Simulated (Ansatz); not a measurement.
# YN: pressure against volume

Aim: scale the cell of YN up and down at fixed shape and fractional positions, and get the equilibrium volume and bulk modulus with LAPW, PAW and all-electron datasets made for the crystal.

Method: DFT PBE, scalar-relativistic, in Ansatz 0.2.0.

## 1. Starting point

The structure is cubic, space group Fm-3m (No. 225). Conventional cell: a = 4.877 Å, b = 4.877 Å, c = 4.877 Å, α = 90.00°, β = 90.00°, γ = 90.00°. Y (site symmetry m-3m) has 6 N at 2.44 Å as nearest neighbours. N (site symmetry m-3m) has 6 Y at 2.44 Å as nearest neighbours.

Structure file:

```cif
data_structure
_symmetry_space_group_name_H-M 'P 1'
_symmetry_Int_Tables_number 1
_cell_length_a 3.4486
_cell_length_b 3.4486
_cell_length_c 3.4486
_cell_angle_alpha 60.000
_cell_angle_beta 60.000
_cell_angle_gamma 60.000
_cell_volume 29.00
loop_
_atom_site_label
_atom_site_type_symbol
_atom_site_fract_x
_atom_site_fract_y
_atom_site_fract_z
_atom_site_occupancy
Y1 Y 0.00000 0.00000 0.00000 1
N1 N 0.50000 0.50000 0.50000 1
```

Structure: COD 9008768, as refined from experiment and not relaxed.

Atoms are numbered in the order of the input: Y1, N2.

## 2. Volume × 0.95, LAPW

Input file input.yaml:

```yaml
crystal:
  lattice:
    - [0.0, 2.3971615055, 2.3971615055]
    - [2.3971615055, 0.0, 2.3971615055]
    - [2.3971615055, 2.3971615055, 0.0]
  atoms:
    - { symbol: "Y", position: [0.0, 0.0, 0.0] }
    - { symbol: "N", position: [0.5, 0.5, 0.5] }
kpoints:
  mp_grid: { grid: [11, 11, 11] }
scf:
  occupations: { method: fermi_dirac, width: 0.03 }
hamiltonian:
  xc: pbe
  pseudopotentials: { kind: all_electron, lapw: { basis_error: 0.001 } }
output:
  forces: true
  stress: true
  eigenvalues: true
```

Launch:

```
ansatz run input.yaml --threads 1 --pin off --max-ram 2048MiB --backend cpu --events-out ev --progress --plain --runs-dir out
```

## 3. Volume × 0.95, PAW

Changes to input.yaml since step 2:

```diff
@@ -14,3 +14,3 @@
   xc: pbe
-  pseudopotentials: { kind: all_electron, lapw: { basis_error: 0.001 } }
+  pseudopotentials: { kind: paw }
 output:
@@ -19 +19,2 @@
   eigenvalues: true
+  efg: { contact_densities: true }
```

## 4. Volume × 0.95, crystal datasets

Changes to input.yaml since step 3:

```diff
@@ -14,3 +14,3 @@
   xc: pbe
-  pseudopotentials: { kind: paw }
+  pseudopotentials: { kind: all_electron, datasets: crystal }
 output:
```

## 5. Volume × 0.975, LAPW

Input file input.yaml:

```yaml
crystal:
  lattice:
    - [0.0, 2.4180074345, 2.4180074345]
    - [2.4180074345, 0.0, 2.4180074345]
    - [2.4180074345, 2.4180074345, 0.0]
  atoms:
    - { symbol: "Y", position: [0.0, 0.0, 0.0] }
    - { symbol: "N", position: [0.5, 0.5, 0.5] }
kpoints:
  mp_grid: { grid: [11, 11, 11] }
scf:
  occupations: { method: fermi_dirac, width: 0.03 }
hamiltonian:
  xc: pbe
  pseudopotentials: { kind: all_electron, lapw: { basis_error: 0.001 } }
output:
  forces: true
  stress: true
  eigenvalues: true
```

## 6. Volume × 0.975, PAW

Changes to input.yaml since step 5:

```diff
@@ -14,3 +14,3 @@
   xc: pbe
-  pseudopotentials: { kind: all_electron, lapw: { basis_error: 0.001 } }
+  pseudopotentials: { kind: paw }
 output:
@@ -19 +19,6 @@
   eigenvalues: true
+  efg: { contact_densities: true }
+  write_density: true
+  write_potential: true
+  elf: true
+  volumetric_format: npy
```

## 7. Volume × 1.025, LAPW

Input file input.yaml:

```yaml
crystal:
  lattice:
    - [0.0, 2.4586538065, 2.4586538065]
    - [2.4586538065, 0.0, 2.4586538065]
    - [2.4586538065, 2.4586538065, 0.0]
  atoms:
    - { symbol: "Y", position: [0.0, 0.0, 0.0] }
    - { symbol: "N", position: [0.5, 0.5, 0.5] }
kpoints:
  mp_grid: { grid: [11, 11, 11] }
scf:
  occupations: { method: fermi_dirac, width: 0.03 }
hamiltonian:
  xc: pbe
  pseudopotentials: { kind: all_electron, lapw: { basis_error: 0.001 } }
output:
  forces: true
  stress: true
  eigenvalues: true
```

## 8. Volume × 1.025, PAW

Changes to input.yaml since step 7:

```diff
@@ -14,3 +14,3 @@
   xc: pbe
-  pseudopotentials: { kind: all_electron, lapw: { basis_error: 0.001 } }
+  pseudopotentials: { kind: paw }
 output:
@@ -19 +19,2 @@
   eigenvalues: true
+  efg: { contact_densities: true }
```

## 9. Volume × 1.05, LAPW

Input file input.yaml:

```yaml
crystal:
  lattice:
    - [0.0, 2.4784825161, 2.4784825161]
    - [2.4784825161, 0.0, 2.4784825161]
    - [2.4784825161, 2.4784825161, 0.0]
  atoms:
    - { symbol: "Y", position: [0.0, 0.0, 0.0] }
    - { symbol: "N", position: [0.5, 0.5, 0.5] }
kpoints:
  mp_grid: { grid: [11, 11, 11] }
scf:
  occupations: { method: fermi_dirac, width: 0.03 }
hamiltonian:
  xc: pbe
  pseudopotentials: { kind: all_electron, lapw: { basis_error: 0.001 } }
output:
  forces: true
  stress: true
  eigenvalues: true
```

## 10. Volume × 1.05, PAW

Changes to input.yaml since step 9:

```diff
@@ -14,3 +14,3 @@
   xc: pbe
-  pseudopotentials: { kind: all_electron, lapw: { basis_error: 0.001 } }
+  pseudopotentials: { kind: paw }
 output:
@@ -19 +19,6 @@
   eigenvalues: true
+  efg: { contact_densities: true }
+  write_density: true
+  write_potential: true
+  elf: true
+  volumetric_format: npy
```

## 11. Volume × 1.05, crystal datasets

Changes to input.yaml since step 10:

```diff
@@ -14,3 +14,3 @@
   xc: pbe
-  pseudopotentials: { kind: paw }
+  pseudopotentials: { kind: all_electron, datasets: crystal }
 output:
@@ -20,5 +20 @@
   efg: { contact_densities: true }
-  write_density: true
-  write_potential: true
-  elf: true
-  volumetric_format: npy
```

(Steps that only read results are left out.)

**Question.** What will these runs give? Wanted: equilibrium volume; bulk modulus (for each run or level that gives them).

The runs gave:

| quantity | value |
| --- | --- |
| equilibrium volume (LAPW) | 14.762 Å³/atom |
| bulk modulus (LAPW) | 159 GPa |
| its pressure derivative (LAPW) | 4.2 |
| equilibrium volume (PAW) | 14.760 Å³/atom |
| bulk modulus (PAW) | 159 GPa |
| its pressure derivative (PAW) | 4.2 |

In words: By LAPW, the pressure vanishes at 14.76 Å³/atom (+1.8 % from the starting cell) and the bulk modulus there is 159 GPa (Birch-Murnaghan, third order). PAW's volume lies -0.02 % and its modulus +0.1 % from LAPW's. The gap goes from 0.12 eV at the smallest volume to 0.30 eV at the largest. No thermal or zero-point expansion is included.
